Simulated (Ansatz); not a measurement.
How CdS answers to pressure

```
Cd S
1.0
     4.13480    0.00000    0.00000
    -2.06740    3.58084    0.00000
     0.00000    0.00000    6.74900
Cd S
2 2
Direct
  0.33333 0.66667 0.00000
  0.66667 0.33333 0.50000
  0.33333 0.66667 0.38500
  0.66667 0.33333 0.88500
```

The cell comes from COD entry 9008862, which wasn't checked; take it as a given geometry. It differs from other determinations.

Computed with Ansatz 0.2.0, DFT, LDA, all-electron LAPW, scalar-relativistic.

Numerical set-up: a Γ-centred 8×8×4 k mesh, Fermi–Dirac smearing of 0.02 eV, basis error target 1 meV/atom, no spin polarisation.

The cell is scaled evenly with fractional coordinates held. Semilocal gaps are too small, but their slopes usually carry over better; a slope of a few tenths of an eV per unit of ln V is near zero and can change sign within a few per cent of volume.

| V/V(cell) | P (GPa) | gap on the k mesh (eV) |
| --- | --- | --- |
| 0.9400 | 1.25 | 1.077 |
| 0.9800 | -1.54 | 0.987 |
| 1.0000 | -2.70 | 0.943 |
| 1.0100 | -3.23 | 0.921 |

(1) From the rows at 0.9800 and 1.0100, what is the bulk modulus at the cell's volume?

(2) What are the gap's volume deformation potential and pressure coefficient?

(3) Predict the row at V/V(cell) = 1.0400. How far is a linear estimate of P off?

Answers

(1) B = −ΔP/Δln V = −[(-3.23) − (-1.54)]/0.03015 = 56.0 GPa. This is the modulus at -2.70 GPa, not at zero pressure.

(2) dEg/dln V = (0.921 − 0.987)/0.03015 = -2.19 eV, and dEg/dP = −(dEg/dln V)/B = 39 meV/GPa: pressure widens the gap.

(3) P = -4.66 GPa, gap 0.856 eV. The linear estimate P(cell) − B ln(V/V(cell)) = -4.90 GPa misses by 0.24 GPa, since the modulus falls on expansion.
